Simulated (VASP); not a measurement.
# BN (R3m) in VASP: further runs, part 2 of 2

VASP 6.6.1.

### 3 Band structure, PBE

Contents of POSCAR:

```
BN
1.0
    1.2511217832      0.7223354983      3.3729344033
   -1.2511217832      0.7223354983      3.3729344033
    0.0000000000     -1.4446709966      3.3729344033
N B
1 1
Direct
    0.6672382000      0.6672382000      0.6672382000
    0.0003288000      0.0003288000      0.0003288000
```

Contents of INCAR.step1:

```
SYSTEM = BN
ALGO = Normal
EDIFF = 1E-7
ENCUT = 600
GGA = PE
ISIF = 2
ISMEAR = -1
LASPH = .True.
LCHARG = .True.
LREAL = .False.
LWAVE = .False.
NBANDS = 11
NELM = 80
PREC = Accurate
SIGMA = 0.05
```

Contents of KPOINTS.step1:

```
k-points
0
Gamma
  12 12 12
  0 0 0
```

Contents of INCAR.step2:

```
SYSTEM = BN
ALGO = Normal
EDIFF = 1E-7
ENCUT = 600
GGA = PE
ICHARG = 11
ISIF = 2
ISMEAR = 0
LASPH = .True.
LCHARG = .False.
LREAL = .False.
LWAVE = .False.
NBANDS = 11
NELM = 80
PREC = Accurate
SIGMA = 0.05
```

Contents of KPOINTS.step2:

```
path GLB1,BZGX,QFP1Z,LP
20
line-mode
reciprocal
 0.0000000000  0.0000000000  0.0000000000  G
 0.5000000000  0.0000000000  0.0000000000  L

 0.5000000000  0.0000000000  0.0000000000  L
 0.5000000000  0.1972419765 -0.1972419765  B1

 0.8027580235  0.5000000000  0.1972419765  B
 0.5000000000  0.5000000000  0.5000000000  Z

 0.5000000000  0.5000000000  0.5000000000  Z
 0.0000000000  0.0000000000  0.0000000000  G

 0.0000000000  0.0000000000  0.0000000000  G
 0.3486209883  0.0000000000 -0.3486209883  X

 0.6513790117  0.3486209883  0.0000000000  Q
 0.5000000000  0.5000000000  0.0000000000  F

 0.5000000000  0.5000000000  0.0000000000  F
 0.6513790117  0.6513790117  0.1972419765  P1

 0.6513790117  0.6513790117  0.1972419765  P1
 0.5000000000  0.5000000000  0.5000000000  Z

 0.5000000000  0.0000000000  0.0000000000  L
 0.8027580235  0.3486209883  0.3486209883  P
```

Potentials or basis: VASP PAW PBE potentials, release 64 (N_GW, B_GW).

Command:

```sh
$ cat potpaw_PBE.64/N_GW/POTCAR potpaw_PBE.64/B_GW/POTCAR > POTCAR
$ cp INCAR.step1 INCAR
$ cp KPOINTS.step1 KPOINTS
$ mpirun -np 1 vasp_std > vasp.out
$ cp INCAR.step2 INCAR
$ cp KPOINTS.step2 KPOINTS
$ mpirun -np 1 vasp_std > vasp.out
```

OUTCAR:

```text
SYSTEM = BN
   EDIFF = 1E-7
   ENCUT = 600
   GGA = PE
   ICHARG = 11
   ISIF = 2
   ISMEAR = 0
   LASPH = .True.
   LREAL = .False.
   NELM = 80
   PREC = Accurate

 ion  position               nearest neighbor table
   1  0.667  0.667  0.667-   2 1.44   2 1.44   2 1.44
   2  0.000  0.000  0.000-   1 1.44   1 1.44   1 1.44

  LATTYP: Found a trigonal (rhomboedric) cell.
 ALAT       =     3.6692997666
 COS(alpha) =     0.7674786797

  Lattice vectors:

 A1 = (   1.2511217832,   0.7223354983,   3.3729344033)
 A2 = (  -1.2511217832,   0.7223354983,   3.3729344033)
 A3 = (   0.0000000000,  -1.4446709966,   3.3729344033)

Analysis of symmetry for initial positions (statically):
=====================================================================
 Subroutine PRICEL returns:
 Original cell was already a primitive cell.

 Routine SETGRP: Setting up the symmetry group for a
 trigonal (rhombohedral) supercell.

 Subroutine GETGRP returns: Found  6 space group operations
 (whereof  6 operations were pure point group operations)
 out of a pool of 12 trial point group operations.

The static configuration has the point symmetry C_3v.
[... 164 lines left out ...]
      2      -2.0099      2.00000
      3       0.8783      2.00000
      4       0.8783      2.00000
      5       7.3421      0.00000
      6      13.8576      0.00000
      7      13.8576      0.00000
      8      15.3246      0.00000
      9      16.9131      0.00000
     10      28.0937      0.00000
     11      30.1715      0.00000
[... 309 lines left out ...]
 k-point    24 :       0.5000    0.0311   -0.0311
  band No.  band energies     occupation
      1     -12.3839      2.00000
      2      -6.7194      2.00000
      3      -2.1289      2.00000
      4       1.6190      2.00000
      5       7.4619      0.00000
      6      12.3954      0.00000
      7      15.2910      0.00000
      8      17.1733      0.00000
      9      21.0203      0.00000
     10      23.9825      0.00000
     11      24.9561      0.00000

 [... further k-points ...]

------------------------ aborting loop because EDIFF is reached ----------------------------------------

  FORCE on cell =-STRESS in cart. coord.  units (eV):
  Direction    XX          YY          ZZ          XY          YZ          ZX
  --------------------------------------------------------------------------------------
  -------------------------------------------------------------------------------------
  Total        2.4704088      2.4704088      1.6038154      0.0000000      0.0000000      0.0000000
  in kB      216.4121902    216.4121902    140.4970698      0.0000000      0.0000000      0.0000000
  external PRESSURE =     191.1071500 kB  Pullay stress =       0.0000000 kB

 VOLUME and BASIS-vectors are now :
 -----------------------------------------------------------------------------
  energy-cutoff  :      600.00
  volume of cell :       18.29
      direct lattice vectors                 reciprocal lattice vectors
     1.251121783  0.722335498  3.372934403     0.399641351  0.230733042  0.098825916
    -1.251121783  0.722335498  3.372934403    -0.399641351  0.230733042  0.098825916
     0.000000000 -1.444670997  3.372934403     0.000000000 -0.461466083  0.098825916

 POSITION                                       TOTAL-FORCE (eV/Angst)
 -----------------------------------------------------------------------------------
      0.00000      0.00000      6.75165         0.000000      0.000000      0.027252
      0.00000      0.00000      0.00333         0.000000     -0.000000     -0.027252
 -----------------------------------------------------------------------------------
    total drift:                               -0.000000      0.000000     -0.003086

  FREE ENERGIE OF THE ION-ELECTRON SYSTEM (eV)
  ---------------------------------------------------
  free  energy   TOTEN  =       -16.5490741602 eV

  energy  without entropy=      -16.5490741602  energy(sigma->0) =      -16.54907416
```

OSZICAR.step1:

```text
N       E                     dE             d eps       ncg     rms          rms(c)
DAV:   1     0.427768058308E+02    0.42777E+02   -0.51560E+03  4158   0.824E+02
DAV:   2    -0.169584238764E+02   -0.59735E+02   -0.54709E+02  4694   0.254E+02
DAV:   3    -0.193461947702E+02   -0.23878E+01   -0.23782E+01  5635   0.453E+01
DAV:   4    -0.193623637151E+02   -0.16169E-01   -0.16166E-01  5160   0.411E+00
DAV:   5    -0.193625002009E+02   -0.13649E-03   -0.13648E-03  5584   0.361E-01    0.743E+00
DAV:   6    -0.178054984033E+02    0.15570E+01   -0.50088E+00  6307   0.180E+01    0.265E+00
DAV:   7    -0.176426091385E+02    0.16289E+00   -0.20427E-01  6330   0.384E+00    0.141E+00
DAV:   8    -0.176037131541E+02    0.38896E-01   -0.11764E-01  6461   0.274E+00    0.206E-01
DAV:   9    -0.176047960732E+02   -0.10829E-02   -0.33357E-03  4872   0.538E-01    0.699E-02
DAV:  10    -0.176048763000E+02   -0.80227E-04   -0.39617E-04  5360   0.233E-01    0.148E-02
DAV:  11    -0.176048977572E+02   -0.21457E-04   -0.43773E-05  4774   0.517E-02    0.933E-03
DAV:  12    -0.176048967818E+02    0.97546E-06   -0.46895E-06  5313   0.216E-02    0.134E-03
DAV:  13    -0.176048969270E+02   -0.14526E-06   -0.29339E-07  4969   0.475E-03    0.476E-04
DAV:  14    -0.176048969169E+02    0.10188E-07   -0.97944E-09  3359   0.114E-03
   1 F= -.17604897E+02 E0= -.17604897E+02  d E =-.259261E-10
```

It took 1.7 min on 1 thread of Intel Xeon Platinum 8259CL at 2.50GHz (Skylake/Cascade Lake), shared host; peak memory 0.19 GiB.

Results:

```
Band gap on the k mesh  : 4.29 eV, indirect (least direct gap 4.71 eV)
Band gap along the path : 4.23 eV, indirect (least direct gap 4.71 eV)
```

Levels at the corners of the path, in eV from the valence-band top:
| point | band 1 | band 2 | band 3 | band 4 | band 5 | band 6 | band 7 | band 8 |
| --- | --- | --- | --- | --- | --- | --- | --- | --- |
| Γ | -17.84 | -4.24 | -1.35 | -1.35 | 5.12 | 11.63 | 11.63 | 13.10 |
| L | -14.65 | -8.99 | -4.13 | -0.66 | 5.24 | 9.87 | 13.03 | 14.97 |
| L | -14.65 | -8.99 | -4.13 | -0.66 | 5.24 | 9.87 | 13.03 | 14.97 |
| B1 | -14.10 | -8.00 | -6.94 | -0.42 | 4.77 | 12.39 | 14.08 | 15.97 |
| B | -14.10 | -8.00 | -6.94 | -0.42 | 4.77 | 12.39 | 14.08 | 15.97 |
| Z | -17.58 | -6.19 | -1.36 | -1.36 | 10.06 | 11.56 | 11.56 | 12.19 |
| Z | -17.58 | -6.19 | -1.36 | -1.36 | 10.06 | 11.56 | 11.56 | 12.19 |
| Γ | -17.84 | -4.24 | -1.35 | -1.35 | 5.12 | 11.63 | 11.63 | 13.10 |
| Γ | -17.84 | -4.24 | -1.35 | -1.35 | 5.12 | 11.63 | 11.63 | 13.10 |
| X | -14.04 | -7.98 | -7.12 | -0.16 | 4.61 | 12.32 | 13.85 | 16.40 |
| Q | -14.04 | -7.98 | -7.12 | -0.16 | 4.61 | 12.32 | 13.85 | 16.40 |
| F | -14.58 | -8.87 | -4.19 | -1.23 | 4.23 | 9.86 | 14.21 | 17.52 |
| F | -14.58 | -8.87 | -4.19 | -1.23 | 4.23 | 9.86 | 14.21 | 17.52 |
| P1 | -14.69 | -8.72 | -4.13 | -1.54 | 4.95 | 9.92 | 14.29 | 16.56 |
| P1 | -14.69 | -8.72 | -4.13 | -1.54 | 4.95 | 9.92 | 14.29 | 16.56 |
| Z | -17.58 | -6.19 | -1.36 | -1.36 | 10.06 | 11.56 | 11.56 | 12.19 |
| L | -14.65 | -8.99 | -4.13 | -0.66 | 5.24 | 9.87 | 13.03 | 14.97 |
| P | -14.69 | -8.72 | -4.13 | -1.54 | 4.95 | 9.92 | 14.29 | 16.56 |

Caveat: the log is that of the step along the path at fixed density, whose energy, stress, charges and moments have no meaning.
